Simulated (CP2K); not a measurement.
Crystal: PbSe (Clausthalite).

```xyz
2
Lattice="4.3284 0.0000 0.0000 2.1642 3.7485 0.0000 2.1642 1.2495 3.5341" Properties=species:S:1:pos:R:3 pbc="T T T"
Pb    0.0000    0.0000    0.0000
Se    4.3284    2.4990    1.7671
```

Base run:

```yaml
Program: CP2K 2026.2
Functional: PBE
Potentials_or_basis: POTENTIAL_UZH Pb GTH-SCAN-q4, Se GTH-SCAN-q6; DZVP-MOLOPT-SR-GTH basis
Density_cutoff: 6123 eV
k_mesh: 8 × 8 × 8
Occupations: fermi-dirac, width 0.05 eV
Spin: no spin polarisation
```

Its results: band gap on the k mesh 0.23 eV, direct; pressure -0.1 GPa.

**Question.** After a change of settings the same cell gave: band gap on the k mesh 0.23 eV, direct; pressure 1.0 GPa. Which change was it?
A. potentials or basis from POTENTIAL_UZH Pb GTH-SCAN-q4, Se GTH-SCAN-q6; DZVP-MOLOPT-SR-GTH basis to GTH_POTENTIALS Pb GTH-PBE-q4, Se GTH-PBE-q6; DZVP-MOLOPT-SR-GTH basis; potentials from Pb GTH-SCAN-q4 of POTENTIAL_UZH, Se GTH-SCAN-q6 of POTENTIAL_UZH to Pb GTH-PBE-q4 of GTH_POTENTIALS, Se GTH-PBE-q6 of GTH_POTENTIALS
B. potentials or basis from POTENTIAL_UZH Pb GTH-SCAN-q4, Se GTH-SCAN-q6; DZVP-MOLOPT-SR-GTH basis to GTH_POTENTIALS Pb GTH-BLYP-q4, Se GTH-BLYP-q6; DZVP-MOLOPT-SR-GTH basis; potentials from Pb GTH-SCAN-q4 of POTENTIAL_UZH, Se GTH-SCAN-q6 of POTENTIAL_UZH to Pb GTH-BLYP-q4 of GTH_POTENTIALS, Se GTH-BLYP-q6 of GTH_POTENTIALS
C. potentials or basis from POTENTIAL_UZH Pb GTH-SCAN-q4, Se GTH-SCAN-q6; DZVP-MOLOPT-SR-GTH basis to POTENTIAL_UZH Pb GTH-PBE0-q4, Se GTH-PBE0-q6; DZVP-MOLOPT-SR-GTH basis; potentials from Pb GTH-SCAN-q4 of POTENTIAL_UZH, Se GTH-SCAN-q6 of POTENTIAL_UZH to Pb GTH-PBE0-q4 of POTENTIAL_UZH, Se GTH-PBE0-q6 of POTENTIAL_UZH

**Answer.** B.

Caveats: the potentials were made for another functional, which shifts forces and pressure; spin-orbit coupling is left out, which as a rule narrows the gap of such compounds by several tenths of an eV; the basis of atomic orbitals isn't converged, which shifts pressures, moduli and gaps.

Not every run made on this cell is shown here.
